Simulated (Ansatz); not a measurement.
Ta under changes of volume

One of the cells (18.819 Å³/atom); the others are scaled copies at fixed shape and fractional positions:

```xyz
2
Lattice="2.9004 0.0000 0.0000 -1.4502 2.5118 0.0000 0.0000 0.0000 5.1663" Properties=species:S:1:pos:R:3 pbc="T T T"
Ta    0.0000    1.6745    1.2916
Ta    1.4502    0.8373    3.8747
```

This isn't the form of Ta at room conditions, which is bcc.

```yaml
Program: Ansatz 0.2.0
Functional: PBE
Potentials_or_basis: Ansatz PAW
Cutoff: "420 eV (not typed: the program's choice for these potentials)"
k_mesh: 11 × 11 × 5
Occupations: fermi-dirac, width 0.05 eV
Spin: no spin polarisation
```

| volume (Å³/atom) | energy over the lowest point (meV/atom) | pressure (GPa) |
| --- | --- | --- |
| 17.689 | 36.00 | 12.0 |
| 18.066 | ? | ? |
| 18.442 | 2.00 | 2.9 |
| 18.819 | 0.00 | -1.0 |
| 19.195 | 6.75 | -4.5 |
| 19.571 | 21.43 | -7.7 |
| 19.948 | 43.28 | -10.7 |

Task: What does the run at 18.066 Å³/atom give?

Result: Energy over the lowest point 13.66 meV/atom; pressure 7.3 GPa.

Worked out: A Birch-Murnaghan fit of order 3 (a polynomial in V^(-2/3)) to the other rows has its minimum at 18.71 Å³/atom with B0 = V·E''(V) = 190 GPa and B' = 4.0 at fixed shape and positions, which overstates the stiffness. It gives 13.63 meV/atom at 18.066 Å³/atom, against the run's 13.66, and -dE/dV = 7.2 GPa, against 7.3.

Energies are extrapolated to zero smearing.
